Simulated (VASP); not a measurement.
Input of a VASP 6.6.1 run:

The input INCAR:

```
  ALGO = Fast
  EDIFF = 1E-6
  ENCUT = 520
  GGA = PE
  ISIF = 2
  ISMEAR = 0
  IVDW = 12
  LASPH = T
  LCHARG = T
  LELF = T
  LREAL = F
  LVHAR = T
  LWAVE = F
  NBANDS = 18
  NELM = 100
  PREC = Accurate
  SIGMA = 0.1
```

The input KPOINTS:

```
k-points
0
Gamma
  15 15 8
```

The input POSCAR:

```
PtSe2
1.0
    3.7240000000      0.0000000000      0.0000000000
   -1.8620000000      3.2250786037      0.0000000000
    0.0000000000      0.0000000000      5.0620000000
Pt Se
1 2
Direct
    0.0000000000      0.0000000000      0.0000000000
    0.3333333333      0.6666666667      0.2597123440
    0.6666666667      0.3333333333      0.7402876560
```

Potentials or basis: VASP PAW PBE potentials, release 64 (Pt, Se).

Launch:

```console
$ cat potpaw_PBE.64/Pt/POTCAR potpaw_PBE.64/Se/POTCAR > POTCAR
$ mpirun -np 1 vasp_std > vasp.out
```

(1) Predict the largest force.

(2) Predict the band gap on the k mesh.

(3) Predict the dispersion energy per atom.

(4) Predict the pressure.

Results:

(1) 0.005 eV/Å.

(2) none (metal or under the smearing width).

(3) -0.478 eV.

(4) 0.4 GPa.

Caveat: pairwise dispersion overbinds metals, which lowers pressure and volume.
